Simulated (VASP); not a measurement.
# PbS (Galena) (Fm-3m) in VASP: a series of runs

The runs below take PbS (Galena) through relaxation of cell and atoms, with optPBE-vdW, vdW-DF-cx, vdW-DF2, optB86b-vdW.

Program: VASP 6.6.1. These are calculated values, not measurements. Logs are shortened: lines on timing, memory, paths and dates and some standing lists are left out, and cuts for length are marked.

## (1) The structure

The structure is cubic, space group Fm-3m (No. 225). Conventional cell: a = 5.931 Å, b = 5.931 Å, c = 5.931 Å, α = 90.00°, β = 90.00°, γ = 90.00°. Pb (site symmetry m-3m) has 6 S at 2.97 Å as nearest neighbours. S (site symmetry m-3m) has 6 Pb at 2.97 Å as nearest neighbours.

## (2) Relaxation of cell and atoms, optPBE-vdW

INCAR

```
AGGAC = 0.0 ; ALGO = Fast
EDIFF = 1E-6 ; EDIFFG = -0.02
ENCUT = 600 ; GGA = OR
IBRION = 2 ; ISIF = 3
ISMEAR = -1 ; LASPH = T
LCHARG = F ; LREAL = F
LUSE_VDW = T ; LWAVE = F
NELM = 60 ; NSW = 40
PREC = Accurate ; SIGMA = 0.05
```

KPOINTS

```
k-points
0
Gamma
  8 8 8
```

POSCAR

```
PbS
1.0
    0.0000000000      2.9657500000      2.9657500000
    2.9657500000      0.0000000000      2.9657500000
    2.9657500000      2.9657500000      0.0000000000
Pb S
1 1
Direct
    0.0000000000      0.0000000000      0.0000000000
    0.5000000000      0.5000000000      0.5000000000
```

Potentials or basis: VASP PAW PBE potentials, release 64 (Pb_d, S).

Run with:

```sh
> cat potpaw_PBE.64/Pb_d/POTCAR potpaw_PBE.64/S/POTCAR > POTCAR
> mpirun -np 1 vasp_std > vasp.out
```

OUTCAR:

```text
EDIFF = 1E-6
   EDIFFG = -0.02
   ENCUT = 600
   GGA = OR
   IBRION = 2
   ISIF = 3
   ISMEAR = -1
   LASPH = T
   LREAL = F
   NELM = 60
   NSW = 40
   PREC = Accurate

 ion  position               nearest neighbor table
   1  0.000  0.000  0.000-   2 2.97   2 2.97   2 2.97   2 2.97   2 2.97   2 2.97
   2  0.500  0.500  0.500-   1 2.97   1 2.97   1 2.97   1 2.97   1 2.97   1 2.97

  LATTYP: Found a face centered cubic cell.
 ALAT       =     5.9315000000

  Lattice vectors:

 A1 = (   0.0000000000,   2.9657500000,   2.9657500000)
 A2 = (   2.9657500000,   0.0000000000,   2.9657500000)
 A3 = (   2.9657500000,   2.9657500000,   0.0000000000)

Analysis of symmetry for initial positions (statically):
=====================================================================
 Subroutine PRICEL returns:
 Original cell was already a primitive cell.

 Routine SETGRP: Setting up the symmetry group for a
 face centered cubic supercell.

 Subroutine GETGRP returns: Found 48 space group operations
 (whereof 48 operations were pure point group operations)
 out of a pool of 48 trial point group operations.

The static configuration has the point symmetry O_h .

Analysis of symmetry for dynamics (positions and initial velocities):
=====================================================================
 Subroutine PRICEL returns:
 Original cell was already a primitive cell.

 Routine SETGRP: Setting up the symmetry group for a
 face centered cubic supercell.

 Subroutine GETGRP returns: Found 48 space group operations
 (whereof 48 operations were pure point group operations)
 out of a pool of 48 trial point group operations.

The dynamic configuration has the point symmetry O_h .

 Subroutine INISYM returns: Found 48 space group operations
 (whereof 48 operations are pure point group operations),
 and found     1 'primitive' translations

----------------------------------------------------------------------------------------

                                     Primitive cell

  volume of cell :      52.1715

  direct lattice vectors                    reciprocal lattice vectors
     0.000000000  2.965750000  2.965750000    -0.168591419  0.168591419  0.168591419
     2.965750000  0.000000000  2.965750000     0.168591419 -0.168591419  0.168591419
     2.965750000  2.965750000  0.000000000     0.168591419  0.168591419 -0.168591419

  length of vectors
     4.194203873  4.194203873  4.194203873     0.292008903  0.292008903  0.292008903

  position of ions in fractional coordinates (direct lattice)
     0.000000000  0.000000000  0.000000000
     0.500000000  0.500000000  0.500000000

  ion indices of the primitive-cell ions
   primitive index   ion index
                 1           1
                 2           2

----------------------------------------------------------------------------------------

 KPOINTS: k-points

Automatic generation of k-mesh.
 Grid dimensions read from file:
 generate k-points for:    8    8    8

 Generating k-lattice:

  Cartesian coordinates                     Fractional coordinates (reciprocal lattice)
    -0.021073927  0.021073927  0.021073927     0.125000000  0.000000000  0.000000000
     0.021073927 -0.021073927  0.021073927     0.000000000  0.125000000  0.000000000
     0.021073927  0.021073927 -0.021073927     0.000000000  0.000000000  0.125000000

  Length of vectors
     0.036501113  0.036501113  0.036501113

  Shift w.r.t. Gamma in fractional coordinates (k-lattice)
     0.000000000  0.000000000  0.000000000

 Subroutine IBZKPT returns following result:
 ===========================================

 Found     29 irreducible k-points:

 Following reciprocal coordinates:
            Coordinates               Weight
  0.000000  0.000000  0.000000      1.000000
  0.125000  0.000000  0.000000      8.000000
  0.250000  0.000000  0.000000      8.000000
  0.375000  0.000000  0.000000      8.000000
  0.500000  0.000000  0.000000      4.000000
  0.125000  0.125000  0.000000      6.000000
[... 16 lines left out ...]
  0.500000  0.250000  0.125000     48.000000
 -0.375000  0.250000  0.125000     24.000000
 [... further k-points ...]
   k-points           NKPTS =     29   k-points in BZ     NKDIM =     29   number of bands    NBANDS=     14
   number of dos      NEDOS =    301   number of ions     NIONS =      2
   total plane-waves  NPLWV =  46656
   dimension x,y,z NGX =    36 NGY =   36 NGZ =   36
   dimension x,y,z NGXF=    72 NGYF=   72 NGZF=   72
   ions per type =               1   1
   NGX,Y,Z   is equivalent  to a cutoff of  14.27, 14.27, 14.27 a.u.
   NGXF,Y,Z  is equivalent  to a cutoff of  28.54, 28.54, 28.54 a.u.
 SYSTEM =  unknown system
   PREC   = accura    normal or accurate (medium, high low for compatibility)
   ISTART =      0    job   : 0-new  1-cont  2-samecut
   ICHARG =      2    charge: 1-file 2-atom 10-const
   ISPIN  =      1    spin polarized calculation?
   LNONCOLLINEAR =      F non collinear calculations
   LSORBIT =      F    spin-orbit coupling
   LASPH  =      T    aspherical Exc in radial PAW
   ENCUT  =  600.0 eV  44.10 Ry    6.64 a.u.   8.38  8.38  8.38*2*pi/ulx,y,z
   NELM   =     60;   NELMIN=  2; NELMDL= -5     # of ELM steps
   EDIFF  = 0.1E-05   stopping-criterion for ELM
   LREAL  =      F    real-space projection
   EDIFFG = -.2E-01   stopping-criterion for IOM
   NSW    =     40    number of steps for IOM
   IBRION =      2    ionic relax: 0-MD 1-quasi-New 2-CG
   NFREE  =      1    steps in history (QN), initial steepest desc. (CG)
   ISIF   =      3    stress and relaxation
   ISYM   =      2    0-nonsym 1-usesym 2-fastsym
   POTIM  = 0.5000    time-step for ionic-motion
   TEBEG  =    0.0;   TEEND  =   0.0 temperature during run
   PSTRESS=    0.0 pullay stress
   NELECT =      20.0000    total number of electrons
   NUPDOWN=      -1.0000    fix difference up-down
   EMIN   =  10.00;   EMAX   =-10.00  energy-range for DOS
   EFERMI =   0.00;   METHOD = LEGACY
   ISMEAR =    -1;   SIGMA  =   0.05  broadening in eV -4-tet -1-fermi 0-gaus
   EFERMI_NEDOS =   21; number of points for ismear=-14 and -15
   IALGO  =     68    algorithm
   IMIX   =      4    mixing-type and parameters
     AMIX     =   0.40;   BMIX     =  1.00
     AMIX_MAG =   1.60;   BMIX_MAG =  1.00
  volume/ion in A,a.u.               =      26.09       176.04
  Fermi-wavevector in a.u.,A,eV,Ry     =   1.189251  2.247359 19.242973  1.414319
  Thomas-Fermi vector in A             =   2.325363
   LORBIT       =      0    0 simple, 1 ext, 2 COOP (PROOUT), +10 PAW based schemes
   GGA     = OR    functional components
   LHFCALC =     F    Hartree Fock is set to
   AEXX    =    0.0000 exact exchange contribution
   IVDW_NL    =     1    kernel type
   BPARAM     = 6.3000
   IVDW    =     0    specifies the selected vdW correction
   LEPSILON=     F    determine dielectric tensor
   LRPA    =     F    only Hartree local field effects (RPA)
 conjugate gradient relaxation of ions
 non-spin polarized calculation
 RMM-DIIS sequential band-by-band and
  energy-cutoff  :      600.00
  volume of cell :       52.17
 maximum number of plane-waves:      1807
 NGX is ok and might be reduce to    36
   NGX = 17   NGY = 17   NGZ = 17

--------------------------------------- Ionic step        1  -------------------------------------------

 number of electron      20.0000002 magnetization

 Free energy of the ion-electron system (eV)
  ---------------------------------------------------
  ext. energy  EPLUGINS =         0.00000000
  ---------------------------------------------------
  free energy    TOTEN  =        -3.87140927 eV

  energy without entropy =       -3.87131507  energy(sigma->0) =       -3.87136217

------------------------ aborting loop because EDIFF is reached ----------------------------------------

  FORCE on cell =-STRESS in cart. coord.  units (eV):
  Direction    XX          YY          ZZ          XY          YZ          ZX
  --------------------------------------------------------------------------------------
  -------------------------------------------------------------------------------------
  Total        0.9668137      0.9668137      0.9668137      0.0000000      0.0000000      0.0000000
  in kB       29.6906533     29.6906533     29.6906533      0.0000000      0.0000000      0.0000000
  external PRESSURE =      29.6906533 kB  Pullay stress =       0.0000000 kB

 VOLUME and BASIS-vectors are now :
 -----------------------------------------------------------------------------
  energy-cutoff  :      600.00
  volume of cell :       52.17
      direct lattice vectors                 reciprocal lattice vectors
     0.000000000  2.965750000  2.965750000    -0.168591419  0.168591419  0.168591419
     2.965750000  0.000000000  2.965750000     0.168591419 -0.168591419  0.168591419
     2.965750000  2.965750000  0.000000000     0.168591419  0.168591419 -0.168591419
[... 46 lines left out ...]
  FREE ENERGIE OF THE ION-ELECTRON SYSTEM (eV)
  ---------------------------------------------------
  free  energy   TOTEN  =        -3.8919639486 eV

  energy  without entropy=       -3.8919483278  energy(sigma->0) =       -3.89195614

Total vdW correction in eV:      3.4963205

--------------------------------------- Ionic step        3  -------------------------------------------

 number of electron      19.9999997 magnetization

 Free energy of the ion-electron system (eV)
  ---------------------------------------------------
  ext. energy  EPLUGINS =         0.00000000
  ---------------------------------------------------
  free energy    TOTEN  =        -3.89517254 eV

  energy without entropy =       -3.89514772  energy(sigma->0) =       -3.89516013

 E-fermi :   5.3758     XC(G=0):  -9.3938

 val. band max:        5.0707160597   @ k =   0.5000   0.0000   0.0000
 cond. band min:       5.6808975851   @ k =   0.5000   0.0000   0.0000
 fundamental gap:      0.6101815254
 Fermi energy:         5.3758301456

 k-point     1 :       0.0000    0.0000    0.0000
  band No.  band energies     occupation
      1     -11.6463      2.00000
      2     -11.6463      2.00000
      3     -11.6463      2.00000
      4     -11.6281      2.00000
      5     -11.6281      2.00000
      6      -7.9970      2.00000
      7      -1.0488      2.00000
      8       3.2297      2.00000
      9       3.2297      2.00000
     10       3.2297      2.00000
     11      10.1348      0.00000
     12      10.1348      0.00000
     13      10.1348      0.00000
     14      12.0959      0.00000

 k-point     2 :       0.1250    0.0000    0.0000
  band No.  band energies     occupation
      1     -11.6455      2.00000
      2     -11.6434      2.00000
      3     -11.6434      2.00000
      4     -11.6290      2.00000
      5     -11.6290      2.00000
      6      -7.8744      2.00000
      7      -1.4188      2.00000
      8       3.2681      2.00000
      9       3.2681      2.00000
     10       3.4970      2.00000
[... 362 lines left out ...]
 k-point    24 :      -0.3750    0.2500    0.1250
  band No.  band energies     occupation
      1     -11.6803      2.00000
      2     -11.6434      2.00000
      3     -11.6313      2.00000
      4     -11.6218      2.00000
      5     -11.6050      2.00000
      6      -6.6864      2.00000
      7      -3.1425      2.00000
      8       2.0511      2.00000
      9       2.4225      2.00000
     10       4.2394      2.00000
     11       6.7976      0.00000
     12       8.5383      0.00000
     13       9.1008      0.00000
     14      13.2720      0.00000

 [... further k-points ...]
[... 5 lines left out ...]
  --------------------------------------------------------------------------------------
  -------------------------------------------------------------------------------------
  Total        0.0084849      0.0084849      0.0084849      0.0000000      0.0000000     -0.0000000
  in kB        0.2478421      0.2478421      0.2478421      0.0000000      0.0000000     -0.0000000
  external PRESSURE =       0.2478421 kB  Pullay stress =       0.0000000 kB

 VOLUME and BASIS-vectors are now :
 -----------------------------------------------------------------------------
  energy-cutoff  :      600.00
  volume of cell :       54.85
      direct lattice vectors                 reciprocal lattice vectors
     0.000000000  3.015666257  3.015666257    -0.165800840  0.165800840  0.165800840
     3.015666257  0.000000000  3.015666257     0.165800840 -0.165800840  0.165800840
     3.015666257  3.015666257 -0.000000000     0.165800840  0.165800840 -0.165800840

 POSITION                                       TOTAL-FORCE (eV/Angst)
 -----------------------------------------------------------------------------------
      0.00000      0.00000      0.00000         0.000000      0.000000      0.000000
      3.01567      3.01567      3.01567        -0.000000     -0.000000     -0.000000
 -----------------------------------------------------------------------------------
    total drift:                                0.000000      0.000000      0.000000

  FREE ENERGIE OF THE ION-ELECTRON SYSTEM (eV)
  ---------------------------------------------------
  free  energy   TOTEN  =        -3.8951725422 eV

  energy  without entropy=       -3.8951477197  energy(sigma->0) =       -3.89516013

Total vdW correction in eV:      3.4704755

 reached required accuracy - stopping structural energy minimisation
```

It took 3.6 min on 1 thread of Intel Xeon Platinum 8559C (Emerald Rapids), shared host; peak memory 0.47 GiB.

Results:

```yaml
Free_energy: -3.8952 eV
Relaxed_volume: 27.43 Å³/atom
Relaxed_cell: a = 4.265 Å, b = 4.265 Å, c = 4.265 Å, α = 60.00°, β = 60.00°, γ = 60.00°
Space_group_after_relaxing_to_0.05_Å: Fm-3m (No. 225)
Energy_gained_by_relaxing: 11.9 meV/atom
Ionic_steps: 3
Pressure_after_relaxing: 0.0 GPa
Band_gap_on_the_k_mesh: 0.61 eV, direct
```

The path:
```tsv
step	energy change (eV)	largest force (eV/Å)	pressure (GPa)	volume (Å³)
1	0.0000	0.0000	2.97	52.17
2	-0.0206	0.0000	-0.98	55.91
3	-0.0238	0.0000	0.02	54.85
```

Final structure:
```
Pb S
1.0
     0.00000    3.01567    3.01567
     3.01567    0.00000    3.01567
     3.01567    3.01567    0.00000
Pb S
1 1
Direct
  0.00000 0.00000 0.00000
  0.50000 0.50000 0.50000
```

Caveat: the PAW data sets were made with another functional, which shifts forces and pressure a little; spin-orbit coupling is left out, which as a rule narrows the gap of such compounds by several tenths of an eV. Zero-point motion and thermal expansion aren't in these numbers.

## (3) Relaxation of cell and atoms, vdW-DF-cx

INCAR

```
SYSTEM = PbS
AGGAC = 0.0
ALGO = Fast
EDIFF = 1E-6
EDIFFG = -0.02
ENCUT = 600
GGA = CX
IBRION = 2
ISIF = 3
ISMEAR = -1
LASPH = .TRUE.
LCHARG = .FALSE.
LREAL = .FALSE.
LUSE_VDW = .TRUE.
LWAVE = .FALSE.
NELM = 100
NSW = 40
PREC = Accurate
SIGMA = 0.05
```

KPOINTS

```
k-points
0
G
  8 8 8
  0 0 0
```

POSCAR is that of step 2.

Potentials or basis: VASP PAW PBE potentials, release 64 (Pb_d, S).

Run with:

```sh
> cat potpaw_PBE.64/Pb_d/POTCAR potpaw_PBE.64/S/POTCAR > POTCAR
> mpirun -np 1 vasp_std > vasp.out
```

It took 2.3 min on 1 thread of Intel Xeon Platinum 8559C (Emerald Rapids), shared host; peak memory 0.46 GiB.

Results (log left out):

| Quantity | Value |
| --- | --- |
| Free energy | -4.3403 eV |
| Relaxed volume | 25.90 Å³/atom |
| Relaxed cell | a = 4.184 Å, b = 4.184 Å, c = 4.184 Å, α = 60.00°, β = 60.00°, γ = 60.00° |
| Space group after relaxing (to 0.05 Å) | Fm-3m (No. 225) |
| Energy gained by relaxing | 0.1 meV/atom |
| Ionic steps | 2 |
| Pressure after relaxing | 0.1 GPa |
| Band gap on the k mesh | 0.30 eV, direct |

The path:
```
step  energy change (eV)  largest force (eV/Å)  pressure (GPa)  volume (Å³)
   1              0.0000                0.0000           -0.30        52.17
   2             -0.0002                0.0000            0.12        51.81
```

Final structure:
```yaml
crystal:
  lattice:
    - [0.00000, 2.95882, 2.95882]
    - [2.95882, 0.00000, 2.95882]
    - [2.95882, 2.95882, 0.00000]
  atoms:
    - { symbol: Pb, position: [0.00000, 0.00000, 0.00000] }
    - { symbol: S, position: [0.50000, 0.50000, 0.50000] }
```

Levels at points of the mesh, in eV from the valence-band top:
```
           k point  band 7  band 8  band 9  band 10  band 11  band 12  band 13  band 14
(0.00, 0.00, 0.00)   -6.06   -2.19   -2.19    -2.19     5.17     5.17     5.17     6.70
(0.50, 0.00, 0.00)   -8.94   -1.79   -1.79     0.00     0.30     1.90     1.90     8.64
(0.50, 0.50, 0.00)   -7.27   -5.27   -3.48    -3.48     3.80     5.57     5.66     5.66
```

Caveat: the PAW data sets were made with another functional, which shifts forces and pressure a little; spin-orbit coupling is left out, which as a rule narrows the gap of such compounds by several tenths of an eV. A k mesh can miss the band edges.

[end of part 1 of 2]
